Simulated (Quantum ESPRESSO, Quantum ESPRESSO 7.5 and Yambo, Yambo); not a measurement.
# How the form of the self-energy moves the gap of As (buckled honeycomb monolayer)

Aim: compare treatments of exchange, screening and correlation for the gap of As (buckled honeycomb monolayer).

Program: Quantum ESPRESSO 7.5 and Yambo 5.3.0. Level of theory: PBE and many-body steps on it, plane waves. Results are calculated unless marked as measured.

### 1. Set-up

The cell holds 2 atoms: 2 As. Its edges and angles: a = 3.611 Å, b = 3.611 Å, c = 14.000 Å, α = 90.0°, β = 90.0°, γ = 120.0°. Vacuum lies along c.

Structure file:

```cif
data_structure
_symmetry_space_group_name_H-M 'P 1'
_symmetry_Int_Tables_number 1
_cell_length_a 3.6113
_cell_length_b 3.6113
_cell_length_c 14.0000
_cell_angle_alpha 90.000
_cell_angle_beta 90.000
_cell_angle_gamma 120.000
_cell_volume 158.12
loop_
_atom_site_label
_atom_site_type_symbol
_atom_site_fract_x
_atom_site_fract_y
_atom_site_fract_z
_atom_site_occupancy
As1 As 0.33333 0.66667 0.45035 1
As2 As 0.66667 0.33333 0.54965 1
```

The structure was relaxed with PBE. The runs that relaxed it are not among those shown.

### 2. Empty states on the mesh, 6×6×1 mesh, 233 bands

This step: Quantum ESPRESSO 7.5; DFT, PBE, plane waves, norm-conserving pseudopotentials.

The sums over transitions need many empty states on a uniform mesh; this step solves for them.

File pw.in:

```
&control
  calculation = 'nscf'
  prefix = 'x'
  outdir = 'o'
  pseudo_dir = 'pseudo'
/
&system
  ibrav = 0
  nat = 2
  ntyp = 1
  ecutwfc = 100.0
  nbnd = 233
  force_symmorphic = .true.
/
&electrons
  conv_thr = 1e-9
  electron_maxstep = 80
  diago_full_acc = .true.
  diago_thr_init = 5e-6
/
ATOMIC_SPECIES
  As 74.922 As.upf
CELL_PARAMETERS angstrom
  3.6112698141 -0.0000000000 0.0000000000
  -1.8056349070 3.1274513989 0.0000000000
  0.0000000000 0.0000000000 14.0000000000
ATOMIC_POSITIONS crystal
  As 0.3333333333 0.6666666667 0.4503483115
  As 0.6666666667 0.3333333333 0.5496516885
K_POINTS automatic
  6 6 1 0 0 0
```

Command:

```
$ OMP_NUM_THREADS=1 mpirun -n 8 pw.x -nk 4 -in pw.in > pw.out
```

Log:

```text
Program PWSCF v.7.5 starts

     This program is part of the open-source Quantum ESPRESSO suite
     for quantum simulation of materials; please cite
         "P. Giannozzi et al., J. Phys.:Condens. Matter 21 395502 (2009);
         "P. Giannozzi et al., J. Phys.:Condens. Matter 29 465901 (2017);
         "P. Giannozzi et al., J. Chem. Phys. 152 154105 (2020);
     in publications or presentations arising from this work. More details at

     Atomic positions and unit cell read from directory:
     o/x.save/

     Message from routine setup:
[...]
-185.6155-185.6151-129.0137-129.0132-129.0117-129.0111-128.9551-128.9540
[...]
26.9869  27.5028  27.8688  28.0663  28.5569  28.7980  28.9630  29.3258
     [... 18 further rows ...]
    67.7744  67.9560  68.1635  68.4657  68.7202  68.8187  68.8650  69.1505
    69.2642

          k = 0.0000-0.5774 0.0000 ( 18060 PWs)   bands (ev):

     [... further k-points ...]

     highest occupied, lowest unoccupied level (ev):    -0.9090    0.7366

     XML data file, pseudopotentials, collected wavefunctions

=------------------------------------------------------------------------------=
   JOB DONE.
=------------------------------------------------------------------------------=
```

Wall time 87 s (8 MPI ranks of Arm Neoverse N1, shared host); peak memory 1.9 GiB; 12 min of CPU time.

This step gave:

```
gap                                                           : 1.646 eV
k of the valence top                                          : 0, 0, 0
k of the conduction bottom                                    : 0, 0.3333, 0
least direct gap                                              : 1.948 eV
k points computed                                             : 7
lowest point of the top converged band, above the valence top : 66.5999 eV
```

On this mesh the gap is 1.646 eV.

The density comes from a self-consistent run that is not shown.

### 3. Conversion and set-up

This step: Yambo 5.3.0; conversion and set-up on PBE, plane waves, norm-conserving pseudopotentials.

The states are converted to the many-body program's format and the q mesh is built.

Command:

```
$ (cd o/x.save; p2y > p2y.log; mv SAVE ../..); yambo > setup.log
```

Log:

```text
 Yambo, version 5.3.0

 [02] CORE Variables Setup
 =========================

  [02.01] Unit cells
  ==================

  Cell kind             :  HCP
  Atoms in the cell     :  As
  number of As atoms    :  2

  List of atomic masses
  Mass of As    :  74.92200

  List of atomic coordinates    : [cc]
  As1       : -0.27822E-09   3.9400       11.914      order 1
  As2       :   3.41216   1.97001  14.54168  order 2

  Alat factors          :   6.82431   5.91003  26.45617 [a.u.]
  Direct lattice volume :   1067.03    [a.u.]
  Direct lattice vectors:  A[ 1 ]  A[ 2 ]  A[ 3 ]
[...]
BZ  Q-points                                      :   36

 K/Q-points units:
 rlu = crystal or reduced units; cc = cartesian coordinates; iku = interal k-units

 Q [1]          [rlu]:  0.000000  0.000000  0.000000
 Q [2]          [rlu]: -0.10630E-16  0.16667       0.0000
 Q [3]          [rlu]: -0.21260E-16  0.33333       0.0000
 Q [4]          [rlu]:  0.31890E-16 -0.50000       0.0000
 Q [5]          [rlu]:  0.166667  0.166667  0.000000
 Q [6]          [rlu]:  0.166667  0.333333  0.000000
 Q [7]          [rlu]:  0.333333  0.333333  0.000000

  [03.01] X indexes
  =================

   [03.01.01] Sigma indexes
   ========================

 [06] Game Over & Game summary
```

The job ended after 3.7 s (1 MPI rank; peak memory 0.26 GiB).

### 4. G0W0, Godby-Needs plasmon pole

Now the one-shot GW correction: screening in the RPA, then the self-energy of the levels asked for.

This step: G0W0 on PBE, plane waves, norm-conserving pseudopotentials.

File gw2.in:

```
HF_and_locXC
gw0
dyson
ppa
em1d
rim_cut
rim_w
RandQpts= 3000000
RandGvec= 100 RL
CUTGeo= "slab z"
RandGvecW= 9 RL
EXXRLvcs= 100 Ry
VXCRLvcs= 400 Ry
Chimod= "HARTREE"
% BndsRnXp
 1 | 120 |
%
NGsBlkXp= 8 Ry
% LongDrXp
 1 | 1 | 0 |
%
% GbndRnge
 1 | 120 |
%
DysSolver= "n"
ExtendOut
PPAPntXp= 27.21138 eV
% QPkrange
 1 | 1 | 22 | 25 |
 3 | 3 | 22 | 25 |
%
```

Command:

```
$ OMP_NUM_THREADS=1 mpirun -n 8 yambo -F gw2.in -J gw2 -C gw2 > gw2.log
```

Log:

```text
 Yambo, version 5.3.0

 [02] CORE Variables Setup
 =========================

  [... cell, symmetries and grids as in the set-up ...]

  [02.05] Energies & Occupations
  ==============================

  [X] === General ===
  [X] Electronic Temperature                        :  0.000000  0.000000 [eV K]
  [X] Bosonic    Temperature                        :  0.000000  0.000000 [eV K]
  [X] Finite Temperature mode                       : no
  [X] El. density                                   :  0.29092E+24 [cm-3]
  [X] Fermi Level                                   : -0.908984 [eV]

  [X] === Gaps and Widths ===
  [X] Conduction Band Min                           :  1.645614 [eV]
  [X] Valence Band Max                              :  0.000000 [eV]
  [X] Filled Bands                                  :  23
  [X] Empty Bands                                   :   24  233
  [X] Direct Gap                                    :  1.948162 [eV]
  [X] Direct Gap localized at k                     :  1
  [X] Indirect Gap                                  :  1.645614 [eV]
  [X] Indirect Gap between kpts                     :  1  3
  [X] Last valence band width                       :  1.964014 [eV]
  [X] 1st conduction band width                     :  1.151044 [eV]

 [03] Transferred momenta grid and indexing
 ==========================================

 IBZ Q-points                                      :   7
 BZ  Q-points                                      :   36

 K/Q-points units:
 rlu = crystal or reduced units; cc = cartesian coordinates; iku = interal k-units

 Q [1]          [rlu]:  0.000000  0.000000  0.000000
 Q [2]          [rlu]: -0.10630E-16  0.16667       0.0000
 Q [3]          [rlu]: -0.21260E-16  0.33333       0.0000
 Q [4]          [rlu]:  0.31890E-16 -0.50000       0.0000
 Q [5]          [rlu]:  0.166667  0.166667  0.000000
 Q [6]          [rlu]:  0.166667  0.333333  0.000000
 Q [7]          [rlu]:  0.333333  0.333333  0.000000

 [04] Coloumb potential Random Integration (RIM)
 ===============================================

 Performing RIM of v_slab

  [04.01] RIM initialization
  ==========================

  * Diagonal components only detected *

  8 x (sBL volume)        :  0.051660 [a.u.]
  sBZ random points       :  3000000
  Points outside the sBZ  :  24000829
  RL volume               :  0.232469 [a.u.]
  Integrated volume       :  0.232461 [a.u.]

  [04.02] RIM integrals
  =====================

  Gamma point sphere radius             :  0.041605 [a.u.]
  Points outside the sphere             :  2398884
  [Int_sBZ(q=0) 1/q^2]*(Vol_sBZ)^(-1/3) =:  7.487296
                                 should be <:  7.795600

  Summary of Coulomb integrals for non-metallic bands |Q|[au] RIM/Bare

  Q [1] 0.100000E-4 0.960452 * Q [2] 0.177190 0.997483
  Q [5] 0.306902 1.024611 * Q [3] 0.354380 1.023541
  Q [6] 0.468801 1.017709 * Q [4] 0.531570 1.014578
  Q [7] 0.613804 1.011396
  Non-periodic chartesian directions : none
  Optical renormalization            :  26.45617 [au]
  Polarizability dimension           : length

 [05] Coloumb potential CutOffslab
 =================================

 Cut directionsZ
 Slab Cutoff:Z
 Symmetry test passed : yes

 [06] Dipoles
 ============

  [06.01] Setup: observables and procedures
  =========================================

 [07] Dynamic Dielectric Matrix (PPA)
 ====================================

 [SLK-Inversion]  Pools        :  2
 [SLK-Inversion]  BLACS grid   :  2  2

 [WR./gw2//ndb.pp]---------------------------------------------------------------
  Brillouin Zone Q/K grids (IBZ/BZ)                :    7   36    7   36
  RL vectors                                       :  21365 [WF]
  Coulomb cutoff potential                         : slab z
  Electronic Temperature                           :  0.000000 [K]
  Bosonic    Temperature                           :  0.000000 [K]
  PPA    diel. fun.  energies                      : Perdew, Burke & Ernzerhof(X)+Perdew, Burke & Ernzerhof(C)
[...]
X poles                                          :  100.0000 [o/o]
  RL vectors in the sum                            :  21365
  [r,Vnl] included                                 : yes
  Field direction                                  :  0.707107E-5  0.707107E-5   0.00000
  BZ energy Double Grid                            : no
  BZ energy DbGd points                            : 0
  BZ Q point size factor                           : -1.000000
  X Optical Averaged directions                    : none

 [08] Local Exchange-Correlation + Non-Local Fock
 ================================================

 [VXC] Plane waves :  144181
 [EXS] Plane waves :  18025

 QP @ state[ 1 ] K range:  1  1
 QP @ state[ 1 ] b range:  22  25
 QP @ state[ 2 ] K range:  3  3
 QP @ state[ 2 ] b range:  22  25

 [xc] Functional : Perdew, Burke & Ernzerhof(X)+Perdew, Burke & Ernzerhof(C)
 [xc] LIBXC used to calculate xc functional
  PP Number of Atomic Species                      :  1
  NLCC RL compoments                               :  144181
  PP Number of Atomic Species                      :  1
  NLCC RL compoments                               :  144181

 [xc] E_xc :  -47.81826 [Ha]
      E_xc :  -95.63652 [Ry]

  Local XC kind (lXC) : Perdew, Burke & Ernzerhof(X)+Perdew, Burke & Ernzerhof(C)
  Non-Local XC kind (nlXC) : Hartree-Fock

  Corrections @ K [1] :  [eV]
 <22|nlXC|22> = -15.29556  0.15138E-16 <22|lXC|22> = -14.05397  0.18882E-15
 <23|nlXC|23> = -15.29564  0.46547E-17 <23|lXC|23> = -14.05397  0.18882E-15
 <24|nlXC|24> = -8.947700 -0.40892E-18 <24|lXC|24> = -12.75021  0.18882E-15
 <25|nlXC|25> = -8.849161  0.20264E-17 <25|lXC|25> = -13.27561  0.000000

  Corrections @ K [3] :  [eV]
 <22|nlXC|22> = -15.32122 -0.58292E-17 <22|lXC|22> = -13.35912  0.000000
 <23|nlXC|23> = -14.51670 -0.12076E-17 <23|lXC|23> = -12.57054 -0.94408E-16
 <24|nlXC|24> = -7.601211  0.26321E-17 <24|lXC|24> = -11.00362  0.000000
 <25|nlXC|25> = -6.559471  0.24704E-17 <25|lXC|25> = -10.79247 -0.94408E-16

 [09] Dyson equation: Newton solver
 ==================================

  [09.01] RIM-W interpolation
  ===========================

  [WARNING] RIM-W works only for 2D semiconductors with slab cutoff
  Found compatible q grid: 2D
  q_min[ 1 ]:  0.16667      0.29894E-11   0.0000     [rlu]
   0.166667  0.083333  0.000000 [iku]
  q_min[ 2 ]:  0.61536E-11  0.16667       0.0000     [rlu]
   0.61536E-11  0.16667       0.0000     [iku]
  G-vectors :   9
  G-vectors loaded:   63
  Number of interpolated frequencies:  2

  Evaluating coefficients q = 0
  Evaluating coefficients q = 0

  [09.02] RIM-W integrals
  =======================

  8 x (sBL volume)        :  0.051660 [a.u.]
  sBZ random points       :  3000000
  Points outside the sBZ  :  24000829
  RL volume               :  0.232469 [a.u.]
  Integrated volume       :  0.232461 [a.u.]

  [09.03] RIM integrals
  =====================

  Comparison between head Wc = W - v averages: < Wc > [au] RIM-W/RIM

   < -Wc [Q = 1] > 0.364336E-1 0.483878E-4 * < -Wc [Q = 2] > 0.005334 0.005144
   < -Wc [Q = 3] > 0.976992E-3 0.955822E-3 * < -Wc [Q = 4] > 0.326463E-3 0.322611E-3
   < -Wc [Q = 5] > 0.001434 0.001400 * < -Wc [Q = 6] > 0.469831E-3 0.464826E-3
   < -Wc [Q = 7] > 0.218812E-3 0.217344E-3

  Comparison between head Wc = W - v averages: < Wc > [au] RIM-W/RIM

   < -Wc [G = 1,G`=0] > 0.364336E-1 0.483878E-4 * < -Wc [G = 2,G`=0] >-0.002021 0.000000
   < -Wc [G = 3,G`=0] >-0.002021 0.000000 * < -Wc [G = 4,G`=0] > 0.698915E-4  0.00000
   < -Wc [G = 5,G`=0] > 0.698709E-4  0.00000 * < -Wc [G = 6,G`=0] > 0.509404E-4  0.00000
   < -Wc [G = 7,G`=0] > 0.509660E-4  0.00000 * < -Wc [G = 8,G`=0] >-0.165680E-4  0.00000
   < -Wc [G = 9,G`=0] >-0.165702E-4  0.00000

 [10] G0W0 (W PPA)
 =================

 [  GW  ] Bands range     :    1  120
 [GW/PPA] G damping       :  0.100000 [eV]

 QP @ state[ 1 ] K range:  1  1
 QP @ state[ 1 ] b range:  22  25
 QP @ state[ 2 ] K range:  3  3
 QP @ state[ 2 ] b range:  22  25

  Sc/G bands                                       :    1  120
  Sc/G damping                                     :  0.100000 ev
  Sc bands terminator                              : no
  Sx RL components                                 :  18025

  QP @ state[ 1 ] K range                          :  1  1
  QP @ state[ 1 ] b range                          :  22  25
  QP @ state[ 2 ] K range                          :  3  3
  QP @ state[ 2 ] b range                          :  22  25
  GF energies kind                                 : Perdew, Burke & Ernzerhof(X)+Perdew, Burke & Ernzerhof(C)
  GF WF`s kind                                     : Perdew, Burke & Ernzerhof(X)+Perdew, Burke & Ernzerhof(C)
  Xs energies kind                                 : Perdew, Burke & Ernzerhof(X)+Perdew, Burke & Ernzerhof(C)
  Xs WF`s kind                                     : Perdew, Burke & Ernzerhof(X)+Perdew, Burke & Ernzerhof(C)

 [14] Game Over & Game summary
```

It took 5.8 min on 8 MPI ranks; peak memory 7.9 GiB.

This step gave:

```yaml
g0w0_gap_on_the_points_computed: 2.567 eV
starting_gap_on_the_mesh: 1.646 eV
k_of_the_valence_top: 0, 0, 0
k_of_the_conduction_bottom: 0, 0.3333, 0
least_direct_g0w0_gap_on_the_computed_points: 3.044 eV
z_at_the_valence_top: 0.7363
z_at_the_conduction_bottom: 0.7436
```

The gap on the mesh goes from 1.65 eV to 2.57 eV, a correction of +0.92 eV.

(Part 1 of 2 ends here.)

[Paths, hosts, dates, memory and timing lines, banners, echoed tables and standing remarks are left out of the program output.]

[Logs are printed without paths, hosts, clocks, repeated set-up lines and the standing remarks that a program may print on its own settings, such as how far it seeks lower states.]

[Runs of the session that timed out or met a known fault of the program may be left out.]

[Hosts, paths, dates, database ids (printed as entryN), source tags and the programs' standing remarks are cut or masked in the printed files.]
